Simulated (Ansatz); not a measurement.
# MoS2 in Ansatz: the effect of functional

The system is MoS2.

```
Mo S
1.0
     1.55313    0.89670    5.99017
    -1.55313    0.89670    5.99017
     0.00000   -1.79340    5.99017
Mo S
1 2
Direct
  0.00000 0.00000 0.00000
  0.25000 0.25000 0.25000
  0.75000 0.75000 0.75000
```

Measurements of this composition are mostly on another form, of space group No. 194.

The cell isn't the ideal one: volume scaled by 0.94.

Alike in all runs:

```yaml
Program: Ansatz 0.2.0
Task: single point
Potentials_or_basis: Ansatz PAW
k_mesh: 10 × 10 × 10
Occupations: fermi-dirac, width 0.05 eV
Spin: no spin polarisation
```

```csv
functional,cutoff,pressure (GPa),largest force (eV/Å)
LDA,420 eV (not typed: the program's choice for these potentials),?,?
PBEsol,420 eV (not typed: the program's choice for these potentials),14.0,1.97
r2SCAN,500 eV (not typed: the program's choice for these potentials),18.9,2.03
```

Problem. What does the run with functional LDA give?

Solution. Pressure 10.9 GPa; largest force 1.77 eV/Å.

Caveats: the cell's inner coordinates are idealised or old, which leaves forces on the atoms; the PAW data sets come from PBE, with cores solved anew for the run's functional, which leaves a small shift of forces and pressure.
